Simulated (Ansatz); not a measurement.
fcc against bcc along group 4

Level of theory: DFT, PBE, plane waves (420 eV) with PAW, scalar-relativistic in Ansatz.

Each structure is relaxed within its symmetry, in the lowest magnetic state of the tried starts. Differences under about 8 meV lie within the error of the k-point mesh.

```json
{"element": "Ti", "E(fcc) − E(bcc) (meV/atom)": "-53", "V(fcc) (Å³/atom)": "17.42", "V(bcc) (Å³/atom)": "17.26", "state of fcc": "spin not included", "state of bcc": "non-magnetic"}
{"element": "Zr", "E(fcc) − E(bcc) (meV/atom)": "-44", "V(fcc) (Å³/atom)": "23.21", "V(bcc) (Å³/atom)": "22.84", "state of fcc": "spin not included", "state of bcc": "non-magnetic"}
{"element": "Hf", "E(fcc) − E(bcc) (meV/atom)": "-109", "V(fcc) (Å³/atom)": "22.58", "V(bcc) (Å³/atom)": "22.33", "state of fcc": "spin not included", "state of bcc": "spin not included"}
```
